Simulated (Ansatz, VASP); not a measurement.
**Ru: VASP beside Ansatz**

```
Ru
1.0
    -1.32325    1.32325    2.01313
     1.32325   -1.32325    2.01313
     1.32325    1.32325   -2.01313
Ru
1
Direct
  0.00000 0.00000 0.00000
```

Alike in both runs: task relaxation of cell and atoms; functional r2SCAN; k mesh 8 × 8 × 8; occupations gaussian, width 0.1 eV; no spin polarisation.

|  | VASP | Ansatz |
| --- | --- | --- |
| version | VASP 6.6.1 | Ansatz 0.2.0 |
| potentials or method | VASP PAW PBE potentials, release 64 (Ru_pv) | scalar-relativistic, plane waves, PAW |
| plane-wave cutoff (eV) | 600 | 500 |
| valence electrons in the cell | 14 | 16 |

VASP gave:

| Property | Result |
| --- | --- |
| gap on the k mesh at the Fermi level, each at its own relaxed structure (eV) | none |
| relaxed volume (Å³/atom) | 13.58 |
| relaxed cell length with the largest relative difference (Å) | 2.677 |
| energy change over the relaxation (meV/atom) | -55 |

Which values does Ansatz return?

gap on the k mesh at the Fermi level, each at its own relaxed structure (eV): none; relaxed volume (Å³/atom): 13.52; relaxed cell length with the largest relative difference (Å): 2.674; energy change over the relaxation (meV/atom): -60.

A gap of «none» marks a metal or a gap that the smearing closes. The two sets of potentials don't hold the same shells in valence.

Caveats: the k mesh is coarse (spacing up to 0.42 Å⁻¹), so the values aren't converged; the PAW data sets were made with another functional, which shifts forces and pressure a little (VASP).
